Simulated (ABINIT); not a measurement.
# WS2 (R3m) in ABINIT: notebook

One crystal, WS2, is run at these levels: LDA, PBEsol; tasks: dielectric tensor, one-shot levels of the hybrid HF, effective masses.

Program: ABINIT 10.8.3 (patched build). These are calculated values, not measurements. Logs are shortened: lines on timing, memory, paths and dates and some standing lists are left out, and cuts for length are marked. The log counts tension as positive stress, the text compression.

**1. The crystal as given**

The structure is trigonal, space group R3m (No. 160). Conventional cell: a = 3.158 Å, b = 3.158 Å, c = 18.490 Å, α = 90.00°, β = 90.00°, γ = 120.00°. W (site symmetry 3m) has 6 S at 2.39 to 2.42 Å as nearest neighbours. Around S (site symmetry 3m) lie 3 W at 2.42 Å. Around S (site symmetry 3m) lie 3 W at 2.39 Å.

Measurements of this composition are mostly on another form, of space group No. 194.

**2. Dielectric tensor, LDA**

run.abi

```
# Datasets
ndtset 3

# Pseudopotentials
pp_dirpath "./"
pseudos "W.upf, S.upf"

# Structure
acell 6.4273633094 6.4273633094 6.4273633094 Angstrom
rprim
     0.2456683906     0.1418367115     0.9589209504
    -0.2456683906     0.1418367115     0.9589209504
     0.0000000000    -0.2836734229     0.9589209504
ntypat 2
znucl 74 16
natom 3
typat 1 2 2
xred
            0.0            0.0            0.0
   0.5810000000   0.5810000000   0.5810000000
   0.7503000000   0.7503000000   0.7503000000

# Plane-wave basis
ecut 30.0

# k points
ngkpt 8 8 8
nshiftk 1
shiftk 0.0 0.0 0.0

# Exchange and correlation
ixc 7

# Bands and occupations
nband 13
occopt 1

# SCF cycle
nstep 80
diemac 6.0

# Output
prteig 0
prtebands 0
prtwf 0
prtden 0
prtpot 0

# Dataset 1: ground state
kptopt1 1
tolvrs1 1.0e-15
prtwf1 1

# Dataset 2: derivatives of the wave functions by k
iscf2 -3
rfelfd2 2
rfdir2 1 1 1
getwfk2 1
kptopt2 2
nqpt2 1
qpt2 0.0 0.0 0.0
tolwfr2 1.0e-18
prtwf2 1

# Dataset 3: response at q = 0 to electric field
rfelfd3 3
rfdir3 1 1 1
getwfk3 1
getddk3 2
kptopt3 2
nqpt3 1
qpt3 0.0 0.0 0.0
tolvrs3 1.0e-8
```

mrgddb.in

```
merged_DDB
WS2
2
runo_DS1_DDB
runo_DS3_DDB
```

anaddb.abi

```
ddb_filepath "merged_DDB"
output_file "anaddb.abo"
outdata_prefix "ana"
asr 1
chneut 1
dipdip 1
dieflag 2
enunit 0
```

Potentials or basis: PseudoDojo NC SR LDA v0.4.1 standard.

Command:

```
$ mpirun --bind-to none -np 4 abinit run.abi > log 2>&1
$ mrgddb < mrgddb.in > mrgddb.log 2>&1
$ anaddb anaddb.abi > anaddb.log 2>&1
```

run.abo:

```text
.Version 10.8.3 of ABINIT
 DATASET    1 : space group R3 m (#160); Bravais hR (rhombohedral)
================================================================================
 Values of the parameters that define the memory need for DATASET  1.
     intxc =       0    ionmov =       0      iscf =       7    lmnmax =       8
     lnmax =       8     mgfft =      60  mpssoang =       4    mqgrid =    3001
     natom =       3  nloc_mem =       1    nspden =       1   nspinor =       1
    nsppol =       1      nsym =       6    n1xccc =    2501    ntypat =       2
    occopt =       1   xclevel =       1
       mpw =        2851          nfft =      216000          nkpt =          65
================================================================================
================================================================================

 DATASET    2 : space group R3 m (#160); Bravais hR (rhombohedral)
================================================================================
 Values of the parameters that define the memory need for DATASET  2 (RF).
     intxc =       0      iscf =      -3    lmnmax =       8     lnmax =       8
     mgfft =      60  mpssoang =       4    mqgrid =    3001     natom =       3
  nloc_mem =       1    nspden =       1   nspinor =       1    nsppol =       1
      nsym =       6    n1xccc =    2501    ntypat =       2    occopt =       1
   xclevel =       1
      nfft =      216000          nkpt =         260
================================================================================
================================================================================

 DATASET    3 : space group R3 m (#160); Bravais hR (rhombohedral)
================================================================================
 Values of the parameters that define the memory need for DATASET  3 (RF).
     intxc =       0      iscf =       7    lmnmax =       8     lnmax =       8
     mgfft =      60  mpssoang =       4    mqgrid =    3001     natom =       3
  nloc_mem =       1    nspden =       1   nspinor =       1    nsppol =       1
      nsym =       6    n1xccc =    2501    ntypat =       2    occopt =       1
   xclevel =       1
      nfft =      216000          nkpt =         260
================================================================================
================================================================================

--------------------------------------------------------------------------------
------------- Echo of variables that govern the present computation ------------
--------------------------------------------------------------------------------
 -outvars: echo values of preprocessed input variables --------
            acell      1.2145956366E+01  1.2145956366E+01  1.2145956366E+01 Bohr
              amu      1.83850000E+02  3.20660000E+01
           diemac      6.00000000E+00
             ecut      3.00000000E+01 Hartree
           getddk1          0
           getddk2          0
           getddk3          2
           getwfk1          0
           getwfk2          1
           getwfk3          1
             iscf1          7
             iscf2         -3
             iscf3          7
                       outvar_i_n : Printing only first  50 k-points.
              ixc           7
           jdtset        1    2    3
                       outvar_i_n : Printing only first  50 k-points.
           kptopt1          1
           kptopt2          2
           kptopt3          2
         kptrlatt        8    0    0      0    8    0      0    0    8
          kptrlen      4.77420409E+01
            natom           3
            nband1         13
            nband2         13
            nband3         13
           ndtset           3
            ngfft          60      60      60
             nkpt1         65
             nkpt2        260
             nkpt3        260
             nqpt1          0
             nqpt2          1
             nqpt3          1
            nstep          80
             nsym           6
           ntypat           2
        optdriver1          0
        optdriver2          1
        optdriver3          1
           prtden           0
        prtebands           0
           prteig           0
            prtwf1          1
            prtwf2          1
            prtwf3          0
           rfelfd1          0
           rfelfd2          2
           rfelfd3          3
            rprim      2.4566839060E-01  1.4183671150E-01  9.5892095040E-01
                      -2.4566839060E-01  1.4183671150E-01  9.5892095040E-01
                       0.0000000000E+00 -2.8367342290E-01  9.5892095040E-01
[... 475 lines left out ...]
 mkfilename : getddk/=0, take file _1WF from output of DATASET   2.

 Exchange-correlation functional for the present dataset will be:
  LDA: Perdew-Wang 92 LSD fit to Ceperley-Alder data - ixc=7
  J.P.Perdew and Y.Wang, PRB 45, 13244 (1992)

 Real(R)+Recip(G) space primitive vectors, cartesian coordinates (Bohr,Bohr^-1):
 R(1)=  2.9838776  1.7227425 11.6470120  G(1)=  0.1675672  0.0967450  0.0286196
 R(2)= -2.9838776  1.7227425 11.6470120  G(2)= -0.1675672  0.0967450  0.0286196
 R(3)=  0.0000000 -3.4454850 11.6470120  G(3)=  0.0000000 -0.1934899  0.0286196
 Unit cell volume ucvol=  3.5922549E+02 bohr^3
 Angles (23,13,12)=  2.84426739E+01  2.84426739E+01  2.84426739E+01 degrees
 setup1 : take into account q-point for computing boxcut.

 getcut: wavevector=  0.0000  0.0000  0.0000  ngfft=  60  60  60
         ecut(hartree)=     30.000   => boxcut(ratio)=   2.00448
--------------------------------------------------------------------------------

 ==>  initialize data related to q vector <==

 The list of irreducible perturbations for this q vector is:
    1)    idir= 1    ipert=   5

================================================================================

 The perturbation idir=   2  ipert=   5 is
 symmetric of a previously calculated perturbation.
 So, its SCF calculation is not needed.

 The perturbation idir=   3  ipert=   5 is
 symmetric of a previously calculated perturbation.
 So, its SCF calculation is not needed.

--------------------------------------------------------------------------------
 Perturbation wavevector (in red.coord.)   0.000000  0.000000  0.000000
 Perturbation : homogeneous electric field along direction   1
 The set of symmetries contains only one element for this perturbation.
 symkpt : not enough symmetry to change the number of k points.

--------------------------------------------------------------------------------

--------------------------------------------------------------------------------

 Initialisation of the first-order wave-functions :
  ireadwf=   0

--- !BeginCycle
iteration_state: {dtset: 3, }
solver: {iscf: 7, nstep: 80, nline: 4, wfoptalg: 0, }
tolerances: {tolvrs: 1.00E-08, }
...

     iter   2DEtotal(Ha)        deltaE(Ha) residm    vres2
-ETOT  1  -509.87974098931     -5.099E+02 6.851E+01 4.226E+05
 ETOT  2  -545.13543318932     -3.526E+01 1.444E+00 1.972E+05
 ETOT  3  -555.49737354810     -1.036E+01 9.603E-02 2.923E+03
 ETOT  4  -555.65719113585     -1.598E-01 1.771E-02 9.678E+02
 ETOT  5  -555.70830644525     -5.112E-02 2.381E-03 1.291E+02
 ETOT  6  -555.71579999029     -7.494E-03 5.896E-04 2.152E+00
 ETOT  7  -555.71602825139     -2.283E-04 1.007E-04 7.871E-02
 ETOT  8  -555.71605585930     -2.761E-05 2.004E-05 3.311E-02
 ETOT  9  -555.71606110814     -5.249E-06 3.953E-06 9.170E-04
 ETOT 10  -555.71606179541     -6.873E-07 7.672E-07 4.027E-04
 ETOT 11  -555.71606193836     -1.430E-07 1.552E-07 8.349E-06
 ETOT 12  -555.71606196186     -2.350E-08 3.074E-08 5.588E-07
 ETOT 13  -555.71606196611     -4.249E-09 6.433E-09 9.275E-07
 ETOT 14  -555.71606196700     -8.868E-10 1.241E-09 1.195E-07
 ETOT 15  -555.71606196715     -1.511E-10 2.693E-10 2.808E-08
 ETOT 16  -555.71606196718     -3.627E-11 5.111E-11 5.987E-10

 At SCF step   16       vres2   =  5.99E-10 < tolvrs=  1.00E-08 =>converged.
-open ddk wf file :runo_DS2_1WF10
-open ddk wf file :runo_DS2_1WF11
-open ddk wf file :runo_DS2_1WF12
================================================================================

 ----iterations are completed or convergence reached----

 Mean square residual over all n,k,spin=   12.321E-14; max=  51.105E-12

 2DEtotal=   -0.5557160620E+03 Ha. Also 2DEtotal=   -0.151218044053E+05 eV
    (  non-var. 2DEtotal :   -5.5571604546E+02 Ha)
================================================================================

 ---- first-order wavefunction calculations are completed ----

 ==> Compute Derivative Database <==
 The violation of the charge neutrality conditions
 by the effective charges is as follows :
    atom        electric field
 displacement     direction
       1               1       -0.005529        0.000000
       1               2        0.000000        0.000000
       1               3        0.000000        0.000000
       2               1        0.000000        0.000000
       2               2       -0.005529        0.000000
       2               3       -0.000000        0.000000
       3               1        0.000000        0.000000
       3               2        0.000000        0.000000
       3               3       -0.000064        0.000000

 Effective charge tensors after
 imposition of the charge neutrality (if requested by user),
 and eventual restriction to some part :
   atom    displacement
         1         1   -6.285041E-01    5.584457E-16    2.199851E-15
         1         2    2.874167E-16   -6.285041E-01   -6.187021E-15
         1         3    3.323458E-17    2.850399E-12   -5.465045E-01
         2         1    3.164966E-01   -3.087904E-16   -1.153164E-15
         2         2   -2.271452E-16    3.164966E-01    4.048066E-15
         2         3    6.830169E-18   -3.291017E-12    2.218229E-01
         3         1    3.120075E-01   -2.496553E-16   -1.046687E-15
         3         2   -6.027145E-17    3.120075E-01    2.138955E-15
         3         3   -4.006475E-17    4.406176E-13    3.246816E-01
 Now, the imaginary part of the dynamical matrix is zeroed

  Dielectric tensor, in cartesian coordinates,
     j1       j2             matrix element
  dir pert dir pert     real part    imaginary part

   1    5   1    5        14.0343591864        -0.0000000000

   2    5   2    5        14.0343591906        -0.0000000000

   3    5   3    5         6.4149664857        -0.0000000000

  Effective charges, in cartesian coordinates,
  (from electric field response)
   if specified in the inputs, charge neutrality has been imposed
     j1       j2             matrix element
  dir pert dir pert     real part    imaginary part

   1    1   1    5        -0.6285041368         0.0000000000
   1    2   1    5         0.3164966105         0.0000000000
   1    3   1    5         0.3120075265         0.0000000000

   2    1   2    5        -0.6285041368         0.0000000000
   2    2   2    5         0.3164966105         0.0000000000
   2    3   2    5         0.3120075265         0.0000000000

   3    1   3    5        -0.5465045295         0.0000000000
   3    2   3    5         0.2218229164         0.0000000000
   3    3   3    5         0.3246816131         0.0000000000

== END DATASET(S) ==============================================================
================================================================================

 -outvars: echo values of variables after computation  --------
            acell      1.2145956366E+01  1.2145956366E+01  1.2145956366E+01 Bohr
           etotal1    -9.8142372148E+01
           etotal2    -3.9711088302E+01
           etotal3    -5.5571606197E+02
            fcart1     3.2571496439E-18 -2.1120352650E-18 -1.1341138211E-02
                      -1.2555487081E-18  3.6646027107E-18  1.1525657820E-02
                      -2.0016009358E-18 -1.5525674457E-18 -1.8451960854E-04
            fcart3     0.0000000000E+00  0.0000000000E+00  0.0000000000E+00
                       0.0000000000E+00  0.0000000000E+00  0.0000000000E+00
                       0.0000000000E+00  0.0000000000E+00  0.0000000000E+00
            rprim      2.4566839060E-01  1.4183671150E-01  9.5892095040E-01
                      -2.4566839060E-01  1.4183671150E-01  9.5892095040E-01
                       0.0000000000E+00 -2.8367342290E-01  9.5892095040E-01
           strten1     1.4307973233E-04  1.4307973047E-04  1.2790742670E-04
                      -2.0506649049E-13  0.0000000000E+00  0.0000000000E+00
           strten3     0.0000000000E+00  0.0000000000E+00  0.0000000000E+00
                       0.0000000000E+00  0.0000000000E+00  0.0000000000E+00
           xangst      0.0000000000E+00  0.0000000000E+00  0.0000000000E+00
                      -1.5194780938E-16  3.7342966623E-10  1.0742690000E+01
                       9.2771436933E-17  4.8224490253E-10  1.3873047000E+01
             xred      0.0000000000E+00  0.0000000000E+00  0.0000000000E+00
                       5.8100000000E-01  5.8100000000E-01  5.8100000000E-01
                       7.5030000000E-01  7.5030000000E-01  7.5030000000E-01
 Calculation completed.
```

It took 38 min on 4 MPI ranks of Intel Xeon Platinum 8175M at 2.50GHz (Skylake/Cascade Lake), shared host; peak memory 0.96 GiB.

What came out:

- Free energy: -2670.5900 eV
- Pressure: -4.1 GPa
- Largest force: 0.593 eV/Å
- Electronic dielectric tensor (diagonal): 14.03, 14.03, 6.41
- Born charges (mean of the diagonal): W -0.60; S +0.28, +0.32 e

Forces in eV/Å, atoms in the order of the input:
```
W    0.000  0.000 -0.583
S    0.000  0.000  0.593
S    0.000  0.000 -0.009
```

Stress tensor (GPa, compression positive):
```
-4.21  0.00  0.00
 0.00 -4.21  0.00
 0.00  0.00 -3.76
```

Electronic dielectric tensor:
```
14.03  0.00  0.00
 0.00 14.03  0.00
 0.00  0.00  6.41
```

Born effective charge tensors (e):
atom 1, W
```
-0.63  0.00  0.00
 0.00 -0.63  0.00
 0.00  0.00 -0.55
```
atom 2, S
```
0.32 0.00 0.00
0.00 0.32 0.00
0.00 0.00 0.22
```
atom 3, S
```
0.31 0.00 0.00
0.00 0.31 0.00
0.00 0.00 0.32
```

Caveat: the cell is more than 3 GPa from zero pressure, which shifts response properties. Spin-orbit coupling is left out, which matters for the levels of W.

(Continued in part 2 of 2.)
